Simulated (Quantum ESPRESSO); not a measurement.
## Ag2O under changes of volume

One of the cells (17.503 Å³/atom); the others are scaled copies at fixed shape and fractional positions:

```
Ag O
1.0
     4.71800    0.00000    0.00000
     0.00000    4.71800    0.00000
     0.00000    0.00000    4.71800
Ag O
4 2
Direct
  0.75000 0.25000 0.75000
  0.75000 0.75000 0.25000
  0.25000 0.75000 0.75000
  0.25000 0.25000 0.25000
  0.50000 0.50000 0.50000
  0.00000 0.00000 0.00000
```

| Property | Result |
| --- | --- |
| Program | Quantum ESPRESSO 7.5 |
| Functional | LDA |
| Potentials or basis | GBRV 1.5 LDA |
| Cutoff | 762 eV |
| Density cutoff | 6095 eV |
| k mesh | 5 × 5 × 5 |
| Occupations | fermi-dirac, width 0.05 eV |
| Spin | no spin polarisation |

```tsv
volume (Å³/atom)	energy over the lowest point (meV/atom)	pressure (GPa)
16.453	1.69	1.4
16.803	0.00	-0.8
17.153	2.95	-2.8
17.503	9.94	-4.5
17.853	20.45	-6.0
18.204	?	?
18.554	50.44	-8.5
```

Q: What does the run at 18.204 Å³/atom give?

A: Energy over the lowest point 34.07 meV/atom; pressure -7.3 GPa.

Worked out: A Birch-Murnaghan fit of order 3 (a polynomial in V^(-2/3)) to the other rows has its minimum at 16.75 Å³/atom with B0 = V·E''(V) = 103 GPa and B' = 5.4. It gives 34.12 meV/atom at 18.204 Å³/atom, against the run's 34.07, and -dE/dV = -6.9 GPa, against -7.3.

Energies are extrapolated to zero smearing.
